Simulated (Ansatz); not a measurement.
# CoO (I4/mmm) in Ansatz: reference runs

Reference runs on CoO: the cell as given and a disturbed copy.

All numbers are computed with Ansatz 0.2.0; they aren't measurements. Logs are shortened: lines on timing, memory, paths and dates and some standing lists are left out, and cuts for length are marked.

### 1 Starting point

It takes space group I4/mmm (No. 139, tetragonal). Conventional cell: a = 3.016 Å, b = 3.016 Å, c = 4.214 Å, α = 90.00°, β = 90.00°, γ = 90.00°. Co (site symmetry 4/mmm) is surrounded by 6 O at 2.11 to 2.13 Å. Around O (site symmetry 4/mmm) lie 6 Co at 2.11 to 2.13 Å.

### 2 Single point, PBE, collinear spin, ferromagnetic start

input.yaml

```yaml
crystal:
  lattice:
    - [-1.508, 1.508, 2.1072475377]
    - [1.508, -1.508, 2.1072475377]
    - [1.508, 1.508, -2.1072475377]
  atoms:
    - { symbol: Co, position: [0.0, 0.0, 0.0], spin: 2.0 }
    - { symbol: O, position: [0.5, 0.5, 0.0] }
hamiltonian:
  xc: pbe
  pseudopotentials: { kind: paw }
magnetization:
  spin_polarized: true
kpoints:
  mp_grid: { grid: [12, 12, 12] }
scf:
  occupations: { method: fermi_dirac, width: 0.05 }
output:
  forces: true
  stress: true
  eigenvalues: true
  write_density: true
  write_potential: true
  elf: true
  volumetric_format: npy
```

Potentials or basis: Ansatz PAW.

Launch:

```
$ ansatz run input.yaml --threads 1 --pin off --max-ram 2560MiB --backend cpu --events-out ev --progress --plain --runs-dir out
```

The log of the run:

```text
Warning: RAYON_NUM_THREADS=1 ignored (pool sized by the plan → 1); use --threads N
Engine: ansatz 0.2.0, aarch64-unknown-linux-gnu
Pseudopotentials: kind: paw
Pseudopotential: Co, paw, valence charge 17, recommended cutoff 420 eV (normal), Co.paw.azcp
Pseudopotential: O, paw, valence charge 6, recommended cutoff 420 eV (normal), O.paw.azcp
Functional definition: PBE
  parameter kappa = 0.804
  parameter beta = 0.06672455060314922
  exchange = pbe_x(kappa = kappa, mu = beta*pi^2/3)
  correlation = pbe_c(beta = beta)
Crystal: 2 atoms, lattice volume = 19.168 Å³
Basis set: ecut = 420 eV, 339 PW (Γ), exchange–correlation on 48×48×48 points (8 copies of the dense FFT grid, shifted against one another)
Bands: 17, of which v1, the nominal top of the filled ones, is band 12 counted from 1 (11 counted from 0)
Symmetry: 16 space group operations
Space group: I4/mmm (ITA 139), of the structure as read, at distance tolerance 2.7e-5 Å
Magnetic group: BNS 139.531 (UNI 1191), of the structure as read, at distance tolerance 2.7e-5 Å
k-points: 163 of 1728
Non-local potential: Co, projectors of the file, l = 0: 3, l = 1: 2, l = 2: 3, l = 3: 1
Non-local potential: O, projectors of the file, l = 0: 2, l = 1: 2, l = 2: 1
PAW form: soft (Blöchl's): semilocal exchange-correlation on the pseudo side does not see the compensation charge
PAW one-centre angular grid: Co, 590 points (default); XC on 64 Gauss nodes
PAW one-centre angular grid: O, 110 points (default); XC on 64 Gauss nodes
Initial density: superposition of atomic densities (chi_scale 0.1, normalization cell, long waves kept (reshape's long-wave potential 0.00 eV rms))
Starting moments: Σ|m| = 2 μB on 1 of 2 sites
Initial wavefunctions: pseudopotential atomic-orbital guess
Functional: x = pbe(κ = 0.804, μ = 0.2195149727645171), c = pbe(β = 0.06672455060314922)
SCF iter   1: F=—  HF=-5691.143386 eV  |F-HF|=—  |Δ(HF+E_count)|=         —  Δρ=1.16e-1 (↑1.16e-1 ↓9.85e-2)  dr2=6.02e0  dr2_m=1.56e-1  M=2.112 μB ∫|m|=2.112 μB  β_m=0.30  ethr=3.10e-3  ⟨swp⟩=5.6  Hψ=24252  notcnv=0
Mixer restart at iter 1: flushing history
preconditioner: auto → none  [metal: Δε(μ)=0.004 eV  Ē_g=13.143 eV  σ=0.050 eV  W_gap=0.02  n_scr=8 (ndim 8)  ℏωp=32.8 eV  f_vac=0.000  D(μ)=5.20/eV (n_scr^D=112)  sad-step TF]
SCF iter   2: F=—  HF=-5691.819622 eV  |F-HF|=—  |Δ(HF+E_count)|=   6.76e-1  Δρ=8.50e-2 (↑8.50e-2 ↓6.21e-2)  dr2=5.74e-1  dr2_m=7.89e-1  M=2.618 μB ∫|m|=2.619 μB  β_m=0.38  ethr=3.10e-3  ⟨swp⟩=3.0  Hψ=13995  notcnv=0  defer=86
SCF iter   3: F=—  HF=-5692.114902 eV  |F-HF|=—  |Δ(HF+E_count)|=   2.95e-1  Δρ=8.08e-2 (↑6.21e-2 ↓8.08e-2)  dr2=1.07e-1  dr2_m=8.38e-1  M=2.928 μB ∫|m|=2.931 μB  β_m=0.26  ethr=2.50e-3  ⟨swp⟩=2.0  Hψ=9618  notcnv=0  defer=93
SCF iter   4: F=—  HF=-5691.901360 eV  |F-HF|=—  |Δ(HF+E_count)|=         —  Δρ=2.63e-2 (↑2.24e-2 ↓2.63e-2)  dr2=2.12e-1  dr2_m=4.12e-2  M=2.689 μB ∫|m|=2.694 μB  β_m=0.69  ethr=4.64e-4  ⟨swp⟩=2.2  Hψ=10721  notcnv=0  defer=106
Mixer restart at iter 4: flushing history
SCF iter   5: F=—  HF=-5692.090638 eV  |F-HF|=—  |Δ(HF+E_count)|=   1.89e-1  Δρ=5.62e-2 (↑2.73e-2 ↓5.62e-2)  dr2=5.03e-1  dr2_m=1.72e-1  M=2.969 μB ∫|m|=2.979 μB  β_m=0.38  ethr=4.64e-4  ⟨swp⟩=3.0  Hψ=13045  notcnv=0  defer=106  recentre
SCF iter   6: F=—  HF=-5692.024807 eV  |F-HF|=—  |Δ(HF+E_count)|=   6.58e-2  Δρ=1.91e-2 (↑1.91e-2 ↓1.57e-2)  dr2=2.72e-2  dr2_m=4.39e-2  M=2.819 μB ∫|m|=2.827 μB  β_m=0.53  ethr=4.64e-4  ⟨swp⟩=3.1  Hψ=13989  notcnv=0  defer=134
SCF iter   7: F=—  HF=-5692.119671 eV  |F-HF|=—  |Δ(HF+E_count)|=   9.49e-2  Δρ=1.54e-2 (↑3.13e-3 ↓1.54e-2)  dr2=2.49e-2  dr2_m=8.46e-3  M=2.910 μB ∫|m|=2.923 μB  β_m=0.62  ethr=1.18e-4  ⟨swp⟩=2.4  Hψ=13484  notcnv=0  defer=130
SCF iter   8: F=—  HF=-5692.115422 eV  |F-HF|=—  |Δ(HF+E_count)|=   4.25e-3  Δρ=3.67e-3 (↑2.52e-3 ↓3.67e-3)  dr2=1.90e-4  dr2_m=1.56e-3  M=2.919 μB ∫|m|=2.934 μB  β_m=0.61  ethr=1.08e-4  ⟨swp⟩=2.7  Hψ=10686  notcnv=0  defer=130
SCF iter   9: F=—  HF=-5692.116346 eV  |F-HF|=—  |Δ(HF+E_count)|=   9.24e-4  Δρ=5.39e-4 (↑3.59e-4 ↓5.39e-4)  dr2=2.88e-5  dr2_m=2.57e-5  M=2.916 μB ∫|m|=2.930 μB  β_m=0.81  ethr=8.27e-7  ⟨swp⟩=2.1  Hψ=10709  notcnv=0  defer=130
SCF iter  10: F=—  HF=-5692.116398 eV  |F-HF|=—  |Δ(HF+E_count)|=   5.17e-5  Δρ=3.13e-4 (↑8.38e-5 ↓3.13e-4)  dr2=8.26e-6  dr2_m=4.67e-6  M=2.916 μB ∫|m|=2.931 μB  β_m=0.90  ethr=1.25e-7  ⟨swp⟩=2.0  Hψ=7968  notcnv=0  defer=130
SCF iter  11: F=—  HF=-5692.116408 eV  |F-HF|=—  |Δ(HF+E_count)|=   9.67e-6  Δρ=1.52e-4 (↑1.28e-4 ↓1.52e-4)  dr2=7.02e-7  dr2_m=2.98e-6  M=2.917 μB ∫|m|=2.932 μB  β_m=0.95  ethr=3.59e-8  ⟨swp⟩=2.0  Hψ=9155  notcnv=0  defer=130
SCF iter  12: F=—  HF=-5692.116409 eV  |F-HF|=—  |Δ(HF+E_count)|=   1.79e-6  Δρ=7.99e-5 (↑7.40e-5 ↓7.99e-5)  dr2=7.10e-8  dr2_m=9.72e-7  M=2.917 μB ∫|m|=2.932 μB  β_m=0.98  ethr=3.05e-9  ⟨swp⟩=2.0  Hψ=9333  notcnv=0  defer=130
SCF iter  13: F=—  HF=-5692.116409 eV  |F-HF|=—  |Δ(HF+E_count)|=   6.18e-8  Δρ=1.69e-5 (↑4.46e-6 ↓1.69e-5)  dr2=1.95e-8  dr2_m=9.95e-9  M=2.917 μB ∫|m|=2.932 μB  β_m=0.91  ethr=3.08e-10  ⟨swp⟩=2.0  Hψ=9377  notcnv=0  defer=130
SCF iter  14: F=-5692.116409 eV  HF=-5692.116409 eV  |F-HF|=1.84e-9  |Δ(HF+E_count)|=   1.69e-8  Δρ=6.37e-6 (↑3.27e-6 ↓6.37e-6)  dr2=3.18e-9  dr2_m=3.03e-9  M=2.917 μB ∫|m|=2.932 μB  ethr=8.47e-11  ⟨swp⟩=6.5  Hψ=31723  notcnv=0
SCF 1 converged in 14 iterations: F = -5692.116409 eV  dr2 = 3.18e-9
SCF converged after 14 iterations
Magnetization: 2.9168 μB (12.9584 up, 10.0416 down)
Absolute magnetization: 2.9318 μB (∫|ρ↑−ρ↓|, with the PAW one-centre terms)
Spin contamination: 0.0081 ħ² per cell (⟨S²⟩ above its minimum at these occupations)
Per-site moments (μB) at R_I (Å): [(2.475891996383449, 0.86923960930125), (0.3163940327803699, 0.86923960930125)]
Free energy (F): -5692.116409 eV
Harris-Foulkes:  -5692.116409 eV  (|F-HF|=1.84e-9)
Internal energy: -5692.082610 eV  (E = F + TS)
E sigma→0 (E₀):  -5692.099510 eV
Entropy (-TS):   -0.033799 eV (-16.899 meV/atom)
Fermi energy:    14.056360 eV
--- Per-component energies (eV) ---
  E_band       = -302.008861
  E_kinetic    = 617.795959
  E_local      = -3421.743712  (includes V_loc(G=0)·N_el)
  E_nonlocal   = 514.278044
  E_hartree    = 1405.285072
  E_xc         = -228.712155
  E_vxc        = -293.936757  (∫ρ·V_xc dr)
  E_paw        = -1676.996864  (= ΣΔE_a)
  E_vpaw       = -528.973720  (= ΣTr[D̂ρ^β])
  E_aug_tail   = 0.002475  (compensation charges beyond the density's cutoff)
  E_ewald      = -2901.991429
  E_smearing   = -0.033799  (= −TS)
  E_closure    = -0.000000  (closes the sum)
  Σ components = -5692.116409   (vs F -5692.116409, Δ=0.00e0)
--- Forces (eV/Å), atoms counted from 1 ---
  atom   1  Co    -0.00000000    -0.00000000     0.00000000
  atom   2  O      0.00000000    -0.00000000    -0.00000000
  max |Σ_I F_I| component: 2.47e-29 eV/Å
--- Stress (GPa, compression-positive) ---
       -0.035554       0.000000       0.000000
        0.000000      -0.035554      -0.000000
        0.000000      -0.000000       0.120440
  P = ⅓ Tr σ = 0.0164 GPa (0.164 kbar)
--- Band table (eV; the first three rows and the last of 326) ---
  k-point 0 ↑: bands = ["-82.8243", "-46.1499", "-46.0578", "-46.0578", "-6.2783", "10.7578", "10.7675", "10.8170", "10.8574", "10.8574", "10.9091", "10.9091", "11.0439", "15.0041", "30.8048", "32.1045", "32.1045"]
  k-point 1 ↑: bands = ["-82.8241", "-46.1509", "-46.0603", "-46.0587", "-6.1830", "9.4618", "10.3492", "10.4264", "10.7832", "10.8496", "11.3932", "11.4909", "11.7319", "15.6812", "29.4141", "31.3590", "31.4118"]
  k-point 2 ↑: bands = ["-82.8231", "-46.1537", "-46.0669", "-46.0613", "-5.9266", "8.1910", "9.9432", "10.0212", "10.6884", "10.8461", "11.8237", "11.9208", "12.1381", "17.2190", "27.9850", "29.4501", "30.3135"]
  k-point 162 ↓: bands = ["-79.7645", "-43.1678", "-43.1046", "-43.1046", "-4.4094", "7.5467", "10.1059", "10.1059", "11.7713", "14.2022", "14.2022", "14.6583", "15.0607", "20.7415", "24.3955", "26.2607", "30.3043"]
```

rho_z.tsv:

```text
# z_ang	rho[e/angstrom^3]	rho_spin[e/angstrom^3]
# format = ansatz-planar-average/11
# lattice	-1.508000000	1.508000000	2.107247538
# lattice	1.508000000	-1.508000000	2.107247538
# lattice	1.508000000	1.508000000	-2.107247538
# sites	2
# site	27	0.000000000	0.000000000	0.000000000
# site	8	0.000000000	0.000000000	2.107247538
0.000000	3.225683e0	5.036524e-1
0.124921	3.061889e0	4.631399e-1
0.249842	2.630239e0	3.649779e-1
0.374763	2.071002e0	2.565373e-1
0.499684	1.524423e0	1.705728e-1
0.624605	1.074441e0	1.131699e-1
[... 16 lines left out ...]
2.748261	2.630239e0	3.649779e-1
2.873182	3.061889e0	4.631399e-1
```

v_z.tsv:

```text
# z_ang	v_es[eV]	v_tot_up[eV]	v_tot_dn[eV]
# format = ansatz-planar-average/11
# xc	pbe
# density_cutoff_ev	1680
# datasets	Co=:simpson_from_first_knot:soft	O=:simpson_from_first_knot:soft
# lattice	-1.508000000	1.508000000	2.107247538
# lattice	1.508000000	-1.508000000	2.107247538
# lattice	1.508000000	1.508000000	-2.107247538
# sites	2
# site	27	0.000000000	0.000000000	0.000000000
# site	8	0.000000000	0.000000000	2.107247538
0.000000	-4.728334e0	-2.094946e1	-2.021824e1
0.124921	-4.334690e0	-2.043706e1	-1.976146e1
0.249842	-3.192537e0	-1.892115e1	-1.833220e1
0.374763	-1.417961e0	-1.654213e1	-1.602604e1
0.499684	8.301929e-1	-1.353730e1	-1.313285e1
0.624605	3.411130e0	-1.007267e1	-9.743211e0
[... 16 lines left out ...]
2.748261	-3.192537e0	-1.892115e1	-1.833220e1
2.873182	-4.334690e0	-2.043706e1	-1.976146e1
```

It took 12 s on 1 thread of Arm Neoverse V2, shared host; peak memory 0.37 GiB.

What came out:

```yaml
Free_energy: -5692.1164 eV
Pressure: 0.0 GPa
Band_gap_on_the_k_mesh: none (metal or under the smearing width)
Net_moment: 2.92 μB per cell
Absolute_moment: 2.93 μB per cell
Site_moments: Co +2.48; O +0.32 μB
```

Stress tensor (GPa, compression positive):
```
-0.04  0.00  0.00
 0.00 -0.04  0.00
 0.00  0.00  0.12
```

Levels at points of the mesh, in eV from the Fermi level:
Spin up:
```
              k point  band 11  band 12  band 13  band 14  band 15  band 16
   (0.00, 0.00, 0.00)    -3.15    -3.15    -3.01     0.95    16.75    18.05
  (0.00, 0.00, -0.50)    -2.42    -2.10    -2.02     5.82     9.73    11.68
  (0.00, -0.50, 0.00)    -1.81     0.06     0.14     4.99     9.33    13.22
(-0.50, -0.50, -0.50)    -2.42    -2.11    -2.11     5.82     9.88    11.56
```
Spin down:
| k point | band 8 | band 9 | band 10 | band 11 | band 12 | band 13 |
| --- | --- | --- | --- | --- | --- | --- |
| (0.00, 0.00, 0.00) | -2.64 | -1.13 | -1.13 | -1.10 | 0.05 | 0.09 |
| (0.00, 0.00, -0.50) | -3.86 | -2.27 | 0.11 | 0.16 | 0.53 | 1.04 |
| (0.00, -0.50, 0.00) | -4.71 | -0.15 | -0.10 | 0.18 | 2.72 | 2.76 |
| (-0.50, -0.50, -0.50) | -3.95 | -2.29 | 0.15 | 0.15 | 0.60 | 1.00 |

Caveat: the pressure holds a Pulay correction of +0.7 GPa for the finite cutoff; a cell with one magnetic atom can't hold antiferromagnetic order, which such compounds often take; semilocal functionals often make such compounds metallic where correlation or magnetic order opens a gap, which also shifts bond lengths. With open d or f shells a metallic result of PBE can be an artefact of self-interaction; +U or a hybrid may open a gap.

[end of part 1 of 2]
